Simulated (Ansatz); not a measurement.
Here is an Ansatz 0.2.0 calculation.

The input run.py:

```python
import json

import ase.io
import numpy as np

import ansatz as az

atoms = ase.io.read("CdS.cif")
atoms.info.pop("occupancy", None)

calculation = (
    az.Crystal.from_ase(atoms)
    .calculation()
    .kpoints(5, 5, 5)
    .functional("blyp", dispersion="d3bj")
    .pseudopotentials(kind="nc")
    .occupations(method="tetrahedron")
    .populations(orbitals="intrinsic")
    .forces()
    .stress()
)
outcome = calculation.run(threads=2, events_out="events.jsonl")

report = outcome.report
for line in open("events.jsonl"):
    event = json.loads(line)
    if event["event"] == "scf_iter":
        d = event["data"]
        print(f"SCF {d['iter']:3d}  HF = {d['harris_foulkes_ev']:.6f} eV  dr2 = {d['dr2_ev']:.2e} eV")
    elif event["event"] in ("relax_step", "md_step"):
        d = event["data"]
        print(f"{event['event']} {d['step']:3d}  E = {d['lagrangian_ev']:.6f} eV")
np.set_printoptions(precision=5, suppress=True, linewidth=110)
print("converged:", report["converged"], "after", report["n_iterations"], "iterations")
print(f"free energy {report['free_energy_ev']:.6f} eV, Fermi level {report['fermi_energy_ev']:.4f} eV")
for key in ("band_edges_ev", "magnetization_mub", "site_moments_mub", "site_moments_nc_mub", "forces_ev_ang",
                "stress_gpa"):
    if report.get(key) is not None:
        print(key, np.array(report[key]), sep="\n")
```

CdS.cif

```cif
data_CdS
_cell_length_a 5.50648800
_cell_length_b 5.50648800
_cell_length_c 5.50648800
_cell_angle_alpha 90.00000000
_cell_angle_beta 90.00000000
_cell_angle_gamma 90.00000000
_space_group_name_H-M_alt 'Fm-3m'
_space_group_name_Hall '-F 4 2 3'
_space_group_IT_number 225
loop_
_space_group_symop_operation_xyz
'x,y,z'
'-x,-y,-z'
'-y,x,z'
'y,-x,-z'
'-x,-y,z'
'x,y,-z'
'y,-x,z'
'-y,x,-z'
'x,-y,-z'
'-x,y,z'
'-y,-x,-z'
'y,x,z'
'-x,y,-z'
'x,-y,z'
'y,x,-z'
'-y,-x,z'
'z,x,y'
'-z,-x,-y'
'z,-y,x'
'-z,y,-x'
'z,-x,-y'
'-z,x,y'
'z,y,-x'
'-z,-y,x'
'-z,x,-y'
'z,-x,y'
'-z,-y,-x'
'z,y,x'
'-z,-x,y'
'z,x,-y'
'-z,y,x'
'z,-y,-x'
'y,z,x'
'-y,-z,-x'
'x,z,-y'
'-x,-z,y'
'-y,z,-x'
'y,-z,x'
'-x,z,y'
'x,-z,-y'
'-y,-z,x'
'y,z,-x'
'-x,-z,-y'
'x,z,y'
'y,-z,-x'
'-y,z,x'
'x,-z,y'
'-x,z,-y'
'x,y+1/2,z+1/2'
'-x,-y+1/2,-z+1/2'
'-y,x+1/2,z+1/2'
'y,-x+1/2,-z+1/2'
'-x,-y+1/2,z+1/2'
'x,y+1/2,-z+1/2'
'y,-x+1/2,z+1/2'
'-y,x+1/2,-z+1/2'
'x,-y+1/2,-z+1/2'
'-x,y+1/2,z+1/2'
'-y,-x+1/2,-z+1/2'
'y,x+1/2,z+1/2'
'-x,y+1/2,-z+1/2'
[... 41 lines left out ...]
'y+1/2,-x,z+1/2'
'-y+1/2,x,-z+1/2'
'x+1/2,-y,-z+1/2'
'-x+1/2,y,z+1/2'
'-y+1/2,-x,-z+1/2'
'y+1/2,x,z+1/2'
'-x+1/2,y,-z+1/2'
'x+1/2,-y,z+1/2'
'y+1/2,x,-z+1/2'
'-y+1/2,-x,z+1/2'
'z+1/2,x,y+1/2'
'-z+1/2,-x,-y+1/2'
'z+1/2,-y,x+1/2'
'-z+1/2,y,-x+1/2'
'z+1/2,-x,-y+1/2'
'-z+1/2,x,y+1/2'
'z+1/2,y,-x+1/2'
'-z+1/2,-y,x+1/2'
'-z+1/2,x,-y+1/2'
'z+1/2,-x,y+1/2'
'-z+1/2,-y,-x+1/2'
'z+1/2,y,x+1/2'
'-z+1/2,-x,y+1/2'
'z+1/2,x,-y+1/2'
'-z+1/2,y,x+1/2'
'z+1/2,-y,-x+1/2'
'y+1/2,z,x+1/2'
'-y+1/2,-z,-x+1/2'
'x+1/2,z,-y+1/2'
'-x+1/2,-z,y+1/2'
'-y+1/2,z,-x+1/2'
'y+1/2,-z,x+1/2'
'-x+1/2,z,y+1/2'
'x+1/2,-z,-y+1/2'
'-y+1/2,-z,x+1/2'
'y+1/2,z,-x+1/2'
'-x+1/2,-z,-y+1/2'
'x+1/2,z,y+1/2'
'y+1/2,-z,-x+1/2'
'-y+1/2,z,x+1/2'
'x+1/2,-z,y+1/2'
'-x+1/2,z,-y+1/2'
'x+1/2,y+1/2,z'
'-x+1/2,-y+1/2,-z'
'-y+1/2,x+1/2,z'
'y+1/2,-x+1/2,-z'
'-x+1/2,-y+1/2,z'
'x+1/2,y+1/2,-z'
'y+1/2,-x+1/2,z'
'-y+1/2,x+1/2,-z'
'x+1/2,-y+1/2,-z'
'-x+1/2,y+1/2,z'
'-y+1/2,-x+1/2,-z'
'y+1/2,x+1/2,z'
'-x+1/2,y+1/2,-z'
'x+1/2,-y+1/2,z'
'y+1/2,x+1/2,-z'
'-y+1/2,-x+1/2,z'
'z+1/2,x+1/2,y'
'-z+1/2,-x+1/2,-y'
'z+1/2,-y+1/2,x'
'-z+1/2,y+1/2,-x'
'z+1/2,-x+1/2,-y'
'-z+1/2,x+1/2,y'
'z+1/2,y+1/2,-x'
'-z+1/2,-y+1/2,x'
'-z+1/2,x+1/2,-y'
'z+1/2,-x+1/2,y'
'-z+1/2,-y+1/2,-x'
'z+1/2,y+1/2,x'
'-z+1/2,-x+1/2,y'
'z+1/2,x+1/2,-y'
'-z+1/2,y+1/2,x'
'z+1/2,-y+1/2,-x'
'y+1/2,z+1/2,x'
'-y+1/2,-z+1/2,-x'
'x+1/2,z+1/2,-y'
'-x+1/2,-z+1/2,y'
'-y+1/2,z+1/2,-x'
'y+1/2,-z+1/2,x'
'-x+1/2,z+1/2,y'
'x+1/2,-z+1/2,-y'
'-y+1/2,-z+1/2,x'
'y+1/2,z+1/2,-x'
'-x+1/2,-z+1/2,-y'
'x+1/2,z+1/2,y'
'y+1/2,-z+1/2,-x'
'-y+1/2,z+1/2,x'
'x+1/2,-z+1/2,y'
'-x+1/2,z+1/2,-y'
loop_
_atom_site_label
_atom_site_type_symbol
_atom_site_symmetry_multiplicity
_atom_site_Wyckoff_symbol
_atom_site_fract_x
_atom_site_fract_y
_atom_site_fract_z
_atom_site_occupancy
Cd1 Cd 4 a 0.0000000000 0.0000000000 0.0000000000 1
S1 S 4 b 0.5000000000 0.0000000000 0.0000000000 1
```

Potentials or basis: Ansatz NC or PseudoDojo by element.

The run is started by

```sh
$ python run.py
```

Question: Predict the pressure.

Answer: -2.3 GPa.

Question: Predict the band gap on the k mesh.

Answer: 0.13 eV.

Caveat: the potentials were made for another functional, which shifts forces and pressure; odd divisions of the mesh miss points on the zone boundary, where band edges often lie, so the gap on the mesh can be too wide; with tetrahedron occupations forces and stress needn't match the slope of the energy. A k mesh can miss the band edges.
